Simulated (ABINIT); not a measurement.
## AlN: single point with PBE

**What was measured.**

“Self-assembly of well-separated AlN nanowires directly on sputtered metallic TiN films”, 2019, arxiv:1910.07391 quotes, for a bulk crystal of AlN at 10 K: band gap 6.034 eV (an exciton energy, a little under the gap).

AlN:

```
Al N
1.0
     3.11300    0.00000    0.00000
    -1.55650    2.69594    0.00000
     0.00000    0.00000    4.98100
Al N
2 2
Direct
  0.66667 0.33333 0.50000
  0.33333 0.66667 0.00000
  0.66667 0.33333 0.88000
  0.33333 0.66667 0.38000
```

```
Program             : ABINIT 10.8.3 (patched build)
Task                : single point
Functional          : PBE
Potentials or basis : PseudoDojo NC SR PBE v0.4.1 standard
Cutoff              : 952 eV
k mesh              : 8 × 8 × 4
Occupations         : fermi-dirac, width 0.05 eV
Spin                : no spin polarisation
```

```json
{"Pressure": "2.7 GPa", "Largest force": "0.131 eV/Å", "Band gap on the k mesh": "4.22 eV, direct", "Valence electrons inside the program's atomic spheres": "Al 1.10; N 5.38"}
```

Forces in eV/Å, atoms in the order of the input:
```
Al   0.000  0.000 -0.131
Al   0.000  0.000 -0.131
N    0.000  0.000  0.131
N    0.000  0.000  0.131
```

Stress tensor (GPa, compression positive):
```
2.17 0.00 0.00
0.00 2.17 0.00
0.00 0.00 3.81
```

Levels at points of the mesh, in eV from the valence-band top:
| k point | band 4 | band 5 | band 6 | band 7 | band 8 | band 9 | band 10 | band 11 | band 12 |
| --- | --- | --- | --- | --- | --- | --- | --- | --- | --- |
| (0.00, 0.00, 0.00) | -0.83 | -0.83 | -0.18 | -0.18 | 0.00 | 4.22 | 6.68 | 10.61 | 11.19 |
| (0.50, 0.00, 0.00) | -4.13 | -3.33 | -2.06 | -1.77 | -0.66 | 5.83 | 5.85 | 8.21 | 10.82 |
| (0.00, 0.00, 0.50) | -3.31 | -0.51 | -0.51 | -0.51 | -0.51 | 6.47 | 6.47 | 10.35 | 10.35 |
| (0.50, 0.00, 0.50) | -5.57 | -1.44 | -1.44 | -1.35 | -1.35 | 5.34 | 5.34 | 9.32 | 9.32 |

Run time: 8 s on 4 MPI ranks on Arm Neoverse V2, on a shared host, peak memory 0.28 GiB a rank.

Against the measured gap of AlN, 6.034 eV (an exciton energy, a little under the gap; 10 K; quoted in “Self-assembly of well-separated AlN nanowires directly on sputtered metallic TiN films”, 2019, arxiv:1910.07391), the calculated 4.22 eV is off by -1.81 eV. 2 values of this kind are on record (6.034 to 6.0343 eV); this one was drawn at random. The value is that of PBE, without temperature or zero-point motion. Semilocal functionals fall short of measured gaps as a rule.
